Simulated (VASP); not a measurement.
# Ni (Fm-3m) in VASP: band structure with PBE

Aim: the band structure of Ni with PBE.

All numbers are computed with VASP 6.6.1; they aren't measurements. Logs are shortened: lines on timing, memory, paths and dates and some standing lists are left out, and cuts for length are marked.

## (1) The structure

Symmetry: Fm-3m, No. 225, cubic system. Conventional cell: a = 3.515 Å, b = 3.515 Å, c = 3.515 Å, α = 90.00°, β = 90.00°, γ = 90.00°. Ni (site symmetry m-3m) has 12 Ni at 2.49 Å as nearest neighbours.

## (2) Band structure, PBE, collinear spin, ferromagnetic start

POSCAR

```
Ni                                      
1.0
   -0.0000000000      1.7576665649      1.7576665649
    1.7576665649     -0.0000000000      1.7576665649
    1.7576665649      1.7576665649      0.0000000000
  Ni            
     1
Direct
     0.0000000000000000    0.0000000000000000    0.0000000000000000
```

INCAR.step1

```
ALGO = Normal
EDIFF = 1E-7
ENCUT = 350
GGA = PE
ISIF = 2
ISMEAR = 0
ISPIN = 2
LASPH = True
LCHARG = True
LMAXMIX = 4
LORBIT = 11
LREAL = False
LWAVE = False
MAGMOM = 0.8
NELM = 150
PREC = Accurate
SIGMA = 0.1
```

KPOINTS.step1

```
k-points
0
Gamma
  20 20 20
```

INCAR.step2

```
ALGO = Normal
EDIFF = 1E-7
ENCUT = 350
GGA = PE
ICHARG = 11
ISIF = 2
ISMEAR = 0
ISPIN = 2
LASPH = True
LCHARG = False
LMAXMIX = 4
LORBIT = 11
LREAL = False
LWAVE = False
MAGMOM = 0.8
NELM = 150
PREC = Accurate
SIGMA = 0.05
```

KPOINTS.step2

```
path GXWKGLUWLK,UX
20
line-mode
reciprocal
 0.0000000000  0.0000000000  0.0000000000  G
 0.5000000000  0.0000000000  0.5000000000  X

 0.5000000000  0.0000000000  0.5000000000  X
 0.5000000000  0.2500000000  0.7500000000  W

 0.5000000000  0.2500000000  0.7500000000  W
 0.3750000000  0.3750000000  0.7500000000  K

 0.3750000000  0.3750000000  0.7500000000  K
 0.0000000000  0.0000000000  0.0000000000  G

 0.0000000000  0.0000000000  0.0000000000  G
 0.5000000000  0.5000000000  0.5000000000  L

 0.5000000000  0.5000000000  0.5000000000  L
 0.6250000000  0.2500000000  0.6250000000  U

 0.6250000000  0.2500000000  0.6250000000  U
 0.5000000000  0.2500000000  0.7500000000  W

 0.5000000000  0.2500000000  0.7500000000  W
 0.5000000000  0.5000000000  0.5000000000  L

 0.5000000000  0.5000000000  0.5000000000  L
 0.3750000000  0.3750000000  0.7500000000  K

 0.6250000000  0.2500000000  0.6250000000  U
 0.5000000000  0.0000000000  0.5000000000  X
```

Potentials or basis: VASP PAW PBE potentials, release 64 (Ni).

Command:

```sh
$ cat potpaw_PBE.64/Ni/POTCAR > POTCAR
$ cp INCAR.step1 INCAR
$ cp KPOINTS.step1 KPOINTS
$ mpirun -np 1 vasp_std > vasp.out
$ cp INCAR.step2 INCAR
$ cp KPOINTS.step2 KPOINTS
$ mpirun -np 1 vasp_std > vasp.out
```

OUTCAR:

```text
EDIFF = 1E-7
   ENCUT = 350
   GGA = PE
   ICHARG = 11
   ISIF = 2
   ISMEAR = 0
   ISPIN = 2
   LASPH = True
   LORBIT = 11
   LREAL = False
   NELM = 150
   PREC = Accurate

 ion  position               nearest neighbor table
   1  0.000  0.000  0.000-

  LATTYP: Found a face centered cubic cell.
 ALAT       =     3.5153331298

  Lattice vectors:

 A1 = (   0.0000000000,   1.7576665649,   1.7576665649)
 A2 = (   1.7576665649,   0.0000000000,   1.7576665649)
 A3 = (   1.7576665649,   1.7576665649,   0.0000000000)

Analysis of symmetry for initial positions (statically):
=====================================================================
 Subroutine PRICEL returns:
 Original cell was already a primitive cell.

 Routine SETGRP: Setting up the symmetry group for a
 face centered cubic supercell.

 Subroutine GETGRP returns: Found 48 space group operations
 (whereof 48 operations were pure point group operations)
 out of a pool of 48 trial point group operations.

The static configuration has the point symmetry O_h .

Analysis of symmetry for dynamics (positions and initial velocities):
=====================================================================
 Subroutine PRICEL returns:
 Original cell was already a primitive cell.

 Routine SETGRP: Setting up the symmetry group for a
 face centered cubic supercell.

 Subroutine GETGRP returns: Found 48 space group operations
 (whereof 48 operations were pure point group operations)
 out of a pool of 48 trial point group operations.

The dynamic configuration has the point symmetry O_h .

Analysis of structural, dynamic, and magnetic symmetry:
=====================================================================
 Subroutine PRICEL returns:
 Original cell was already a primitive cell.

 Routine SETGRP: Setting up the symmetry group for a
 face centered cubic supercell.

 Subroutine GETGRP returns: Found 48 space group operations
 (whereof 48 operations were pure point group operations)
 out of a pool of 48 trial point group operations.

The overall configuration has the point symmetry O_h .

 Subroutine INISYM returns: Found 48 space group operations
 (whereof 48 operations are pure point group operations),
 and found     1 'primitive' translations

----------------------------------------------------------------------------------------

                                     Primitive cell

  volume of cell :      10.8602

  direct lattice vectors                    reciprocal lattice vectors
     0.000000000  1.757666565  1.757666565    -0.284468061  0.284468061  0.284468061
     1.757666565  0.000000000  1.757666565     0.284468061 -0.284468061  0.284468061
     1.757666565  1.757666565  0.000000000     0.284468061  0.284468061 -0.284468061

  length of vectors
     2.485715894  2.485715894  2.485715894     0.492713135  0.492713135  0.492713135

  position of ions in fractional coordinates (direct lattice)
     0.000000000  0.000000000  0.000000000

  ion indices of the primitive-cell ions
   primitive index   ion index
                 1           1

----------------------------------------------------------------------------------------

 KPOINTS: path GXWKGLUWLK,UX

Interpolating k-points between supplied coordinates.

 Line segments in fractional coordinates (reciprocal lattice):
    0.000000  0.000000  0.000000  ...  0.500000  0.000000  0.500000
    0.500000  0.000000  0.500000  ...  0.500000  0.250000  0.750000
    0.500000  0.250000  0.750000  ...  0.375000  0.375000  0.750000
    0.375000  0.375000  0.750000  ...  0.000000  0.000000  0.000000
    0.000000  0.000000  0.000000  ...  0.500000  0.500000  0.500000
    0.500000  0.500000  0.500000  ...  0.625000  0.250000  0.625000
    0.625000  0.250000  0.625000  ...  0.500000  0.250000  0.750000
    0.500000  0.250000  0.750000  ...  0.500000  0.500000  0.500000
    0.500000  0.500000  0.500000  ...  0.375000  0.375000  0.750000
    0.625000  0.250000  0.625000  ...  0.500000  0.000000  0.500000

 Generated    20 points on each line segment, for a total of    200 k-points:

 Following reciprocal coordinates:
            Coordinates               Weight
  0.000000  0.000000  0.000000      0.005000
  0.026316  0.000000  0.026316      0.005000
  0.052632  0.000000  0.052632      0.005000
  0.078947  0.000000  0.078947      0.005000
  0.105263  0.000000  0.105263      0.005000
  0.131579  0.000000  0.131579      0.005000
[... 16 lines left out ...]
  0.500000  0.026316  0.526316      0.005000
  0.500000  0.039474  0.539474      0.005000
 [... further k-points ...]
   k-points           NKPTS =    200   k-points in BZ     NKDIM =    200   number of bands    NBANDS=      9
   number of dos      NEDOS =    301   number of ions     NIONS =      1
   total plane-waves  NPLWV =   4096
   dimension x,y,z NGX =    16 NGY =   16 NGZ =   16
   dimension x,y,z NGXF=    32 NGYF=   32 NGZF=   32
   ions per type =               1
   NGX,Y,Z   is equivalent  to a cutoff of  10.70, 10.70, 10.70 a.u.
   NGXF,Y,Z  is equivalent  to a cutoff of  21.40, 21.40, 21.40 a.u.
 SYSTEM =  unknown system
   PREC   = accura    normal or accurate (medium, high low for compatibility)
   ISTART =      0    job   : 0-new  1-cont  2-samecut
   ICHARG =     11    charge: 1-file 2-atom 10-const
   ISPIN  =      2    spin polarized calculation?
   LNONCOLLINEAR =      F non collinear calculations
   LSORBIT =      F    spin-orbit coupling
   LASPH  =      T    aspherical Exc in radial PAW
   ENCUT  =  350.0 eV  25.72 Ry    5.07 a.u.   3.79  3.79  3.79*2*pi/ulx,y,z
   NELM   =    150;   NELMIN=  2; NELMDL=  0     # of ELM steps
   EDIFF  = 0.1E-06   stopping-criterion for ELM
   LREAL  =      F    real-space projection
   EDIFFG = 0.1E-05   stopping-criterion for IOM
   NSW    =      0    number of steps for IOM
   IBRION =     -1    ionic relax: 0-MD 1-quasi-New 2-CG
   NFREE  =      0    steps in history (QN), initial steepest desc. (CG)
   ISIF   =      2    stress and relaxation
   ISYM   =      2    0-nonsym 1-usesym 2-fastsym
   POTIM  = 0.5000    time-step for ionic-motion
   TEBEG  =    0.0;   TEEND  =   0.0 temperature during run
   PSTRESS=    0.0 pullay stress
   NELECT =      10.0000    total number of electrons
   NUPDOWN=      -1.0000    fix difference up-down
   EMIN   =  10.00;   EMAX   =-10.00  energy-range for DOS
   EFERMI =   0.00;   METHOD = LEGACY
   ISMEAR =     0;   SIGMA  =   0.05  broadening in eV -4-tet -1-fermi 0-gaus
   EFERMI_NEDOS =   21; number of points for ismear=-14 and -15
   IALGO  =     38    algorithm
   IMIX   =      4    mixing-type and parameters
     AMIX     =   0.40;   BMIX     =  1.00
     AMIX_MAG =   1.60;   BMIX_MAG =  1.00
  volume/ion in A,a.u.               =      10.86        73.29
  Fermi-wavevector in a.u.,A,eV,Ry     =   1.592679  3.009728 34.512911  2.536627
  Thomas-Fermi vector in A             =   2.691027
   LORBIT       =     11    0 simple, 1 ext, 2 COOP (PROOUT), +10 PAW based schemes
   GGA     = PE    functional components
   LHFCALC =     F    Hartree Fock is set to
   AEXX    =    0.0000 exact exchange contribution
   IVDW    =     0    specifies the selected vdW correction
   LEPSILON=     F    determine dielectric tensor
   LRPA    =     F    only Hartree local field effects (RPA)
 spin polarized calculation
 Gauss-broadening in eV      SIGMA  =   0.05
  energy-cutoff  :      350.00
  volume of cell :       10.86
 maximum number of plane-waves:       170
 NGX is ok and might be reduce to    16

 number of electron      10.0000001 magnetization       0.6288877

 Free energy of the ion-electron system (eV)
  ---------------------------------------------------
  ext. energy  EPLUGINS =         0.00000000
  ---------------------------------------------------
  free energy    TOTEN  =        -4.68847201 eV

  energy without entropy =       -4.68475865  energy(sigma->0) =       -4.68661533

 E-fermi :   9.5718     XC(G=0): -13.2695

 val. band max:        9.5707941356   @ k =   0.4013   0.3487   0.7500
 cond. band min:       9.5833770133   @ k =   0.5263   0.0526   0.5263
 fundamental gap:      0.0125828776
 Fermi energy:         9.5718363355

 spin component 1

 k-point     1 :       0.0000    0.0000    0.0000
  band No.  band energies     occupation
      1       0.3782      1.00000
      2       6.9666      1.00000
      3       6.9666      1.00000
      4       6.9666      1.00000
      5       8.1487      1.00000
      6       8.1487      1.00000
      7      33.1452      0.00000
      8      37.0171      0.00000
      9      37.0171      0.00000

 k-point     2 :       0.0263    0.0000    0.0263
  band No.  band energies     occupation
      1       0.4145      1.00000
      2       6.9535      1.00000
      3       6.9767      1.00000
      4       6.9767      1.00000
      5       8.1366      1.00000
      6       8.1534      1.00000
      7      33.0620      0.00000
      8      36.6489      0.00000
      9      36.6589      0.00000
[... 253 lines left out ...]
 k-point    24 :       0.5000    0.0395    0.5395
  band No.  band energies     occupation
      1       4.7911      1.00000
      2       5.2276      1.00000
      3       8.7464      1.00000
      4       8.8241      1.00000
      5       8.9321      1.00000
      6      12.1041      0.00000
      7      18.6600      0.00000
      8      23.7462      0.00000
      9      23.9521      0.00000

 [... further k-points ...]

 spin component 2

 k-point     1 :       0.0000    0.0000    0.0000
  band No.  band energies     occupation
      1       0.3418      1.00000
      2       7.7248      1.00000
      3       7.7248      1.00000
      4       7.7248      1.00000
      5       8.7363      1.00000
      6       8.7363      1.00000
      7      32.9795      0.00000
      8      36.9962      0.00000
      9      36.9962      0.00000

 k-point     2 :       0.0263    0.0000    0.0263
  band No.  band energies     occupation
      1       0.3782      1.00000
      2       7.7105      1.00000
      3       7.7353      1.00000
      4       7.7353      1.00000
      5       8.7234      1.00000
      6       8.7411      1.00000
      7      32.9050      0.00000
      8      36.6488      0.00000
      9      36.6697      0.00000
[... 253 lines left out ...]
 k-point    24 :       0.5000    0.0395    0.5395
  band No.  band energies     occupation
      1       5.1369      1.00000
      2       5.8469      1.00000
      3       9.4353      0.99994
      4       9.5473      0.75648
      5       9.8018      0.00000
      6      12.1297      0.00000
      7      18.9003      0.00000
      8      23.7801      0.00000
      9      23.9683      0.00000

 [... further k-points ...]

------------------------ aborting loop because EDIFF is reached ----------------------------------------

  FORCE on cell =-STRESS in cart. coord.  units (eV):
  Direction    XX          YY          ZZ          XY          YZ          ZX
  --------------------------------------------------------------------------------------
  -------------------------------------------------------------------------------------
  Total       14.4017382     14.4017382     14.4017382      0.0000000     -0.0000000     -0.0000000
  in kB     2124.6432855   2124.6432855   2124.6432855      0.0000000     -0.0000000     -0.0000000
  external PRESSURE =    2124.6432855 kB  Pullay stress =       0.0000000 kB

 VOLUME and BASIS-vectors are now :
 -----------------------------------------------------------------------------
  energy-cutoff  :      350.00
  volume of cell :       10.86
      direct lattice vectors                 reciprocal lattice vectors
     0.000000000  1.757666565  1.757666565    -0.284468061  0.284468061  0.284468061
     1.757666565  0.000000000  1.757666565     0.284468061 -0.284468061  0.284468061
     1.757666565  1.757666565  0.000000000     0.284468061  0.284468061 -0.284468061

 POSITION                                       TOTAL-FORCE (eV/Angst)
 -----------------------------------------------------------------------------------
      0.00000      0.00000      0.00000         0.000000     -0.000000     -0.000000
 -----------------------------------------------------------------------------------
    total drift:                                0.000000      0.000000      0.000000

  FREE ENERGIE OF THE ION-ELECTRON SYSTEM (eV)
  ---------------------------------------------------
  free  energy   TOTEN  =        -4.6884720107 eV

  energy  without entropy=       -4.6847586533  energy(sigma->0) =       -4.68661533

 total charge

# of ion       s       p       d       tot
------------------------------------------
    1        0.372   0.444   8.541   9.356

 magnetization (x)

# of ion       s       p       d       tot
------------------------------------------
    1       -0.006  -0.029   0.593   0.558
```

Run time: 26 s. Hardware: 1 thread of Intel Xeon Platinum 8488C (Sapphire Rapids), shared host; peak memory 0.13 GiB.

What came out:

| Property | Result |
| --- | --- |
| Band gap along the path | none (metal or under the smearing width) |
| Net moment | 0.63 μB per cell |

Levels at the corners of the path, in eV from the Fermi level:
Spin up:
| point | band 2 | band 3 | band 4 | band 5 | band 6 | band 7 | band 8 | band 9 |
| --- | --- | --- | --- | --- | --- | --- | --- | --- |
| Γ | -2.45 | -2.45 | -2.45 | -1.26 | -1.26 | 23.73 | 27.60 | 27.60 |
| X | -4.21 | -0.55 | -0.48 | -0.48 | 2.44 | 9.23 | 14.83 | 14.83 |
| X | -4.21 | -0.55 | -0.48 | -0.48 | 2.44 | 9.23 | 14.83 | 14.83 |
| W | -3.08 | -3.08 | -1.33 | -0.48 | 7.73 | 7.73 | 9.97 | 11.11 |
| W | -3.08 | -3.08 | -1.33 | -0.48 | 7.73 | 7.73 | 9.97 | 11.11 |
| K | -3.73 | -2.12 | -1.10 | -0.73 | 5.72 | 7.28 | 9.96 | 17.16 |
| K | -3.73 | -2.12 | -1.10 | -0.73 | 5.72 | 7.28 | 9.96 | 17.16 |
| Γ | -2.45 | -2.45 | -2.45 | -1.26 | -1.26 | 23.73 | 27.60 | 27.60 |
| Γ | -2.45 | -2.45 | -2.45 | -1.26 | -1.26 | 23.73 | 27.60 | 27.60 |
| L | -2.43 | -2.43 | -0.61 | -0.61 | -0.31 | 5.66 | 22.22 | 24.69 |
| L | -2.43 | -2.43 | -0.61 | -0.61 | -0.31 | 5.66 | 22.22 | 24.69 |
| U | -3.73 | -2.12 | -1.10 | -0.73 | 5.72 | 7.28 | 9.96 | 17.16 |
| U | -3.73 | -2.12 | -1.10 | -0.73 | 5.72 | 7.28 | 9.96 | 17.16 |
| W | -3.08 | -3.08 | -1.33 | -0.48 | 7.73 | 7.73 | 9.97 | 11.11 |
| W | -3.08 | -3.08 | -1.33 | -0.48 | 7.73 | 7.73 | 9.97 | 11.11 |
| L | -2.43 | -2.43 | -0.61 | -0.61 | -0.31 | 5.66 | 22.22 | 24.69 |
| L | -2.43 | -2.43 | -0.61 | -0.61 | -0.31 | 5.66 | 22.22 | 24.69 |
| K | -3.73 | -2.12 | -1.10 | -0.73 | 5.72 | 7.28 | 9.96 | 17.16 |
| U | -3.73 | -2.12 | -1.10 | -0.73 | 5.72 | 7.28 | 9.96 | 17.16 |
| X | -4.21 | -0.55 | -0.48 | -0.48 | 2.44 | 9.23 | 14.83 | 14.83 |
Spin down:
```
point  band 2  band 3  band 4  band 5  band 6  band 7
    Γ   -1.69   -1.69   -1.69   -0.68   -0.68   23.57
    X   -3.59    0.06    0.39    0.39    2.40    9.47
    X   -3.59    0.06    0.39    0.39    2.40    9.47
    W   -2.47   -2.47   -0.77    0.39    7.91    7.91
    W   -2.47   -2.47   -0.77    0.39    7.91    7.91
    K   -3.18   -1.50   -0.52    0.12    5.92    7.46
    K   -3.18   -1.50   -0.52    0.12    5.92    7.46
    Γ   -1.69   -1.69   -1.69   -0.68   -0.68   23.57
    Γ   -1.69   -1.69   -1.69   -0.68   -0.68   23.57
    L   -1.81   -1.81   -0.37    0.15    0.15    6.09
    L   -1.81   -1.81   -0.37    0.15    0.15    6.09
    U   -3.18   -1.50   -0.52    0.12    5.92    7.46
    U   -3.18   -1.50   -0.52    0.12    5.92    7.46
    W   -2.47   -2.47   -0.77    0.39    7.91    7.91
    W   -2.47   -2.47   -0.77    0.39    7.91    7.91
    L   -1.81   -1.81   -0.37    0.15    0.15    6.09
    L   -1.81   -1.81   -0.37    0.15    0.15    6.09
    K   -3.18   -1.50   -0.52    0.12    5.92    7.46
    U   -3.18   -1.50   -0.52    0.12    5.92    7.46
    X   -3.59    0.06    0.39    0.39    2.40    9.47
```

Caveat: the log is that of the step along the path at fixed density, whose energy, stress, charges and moments have no meaning.
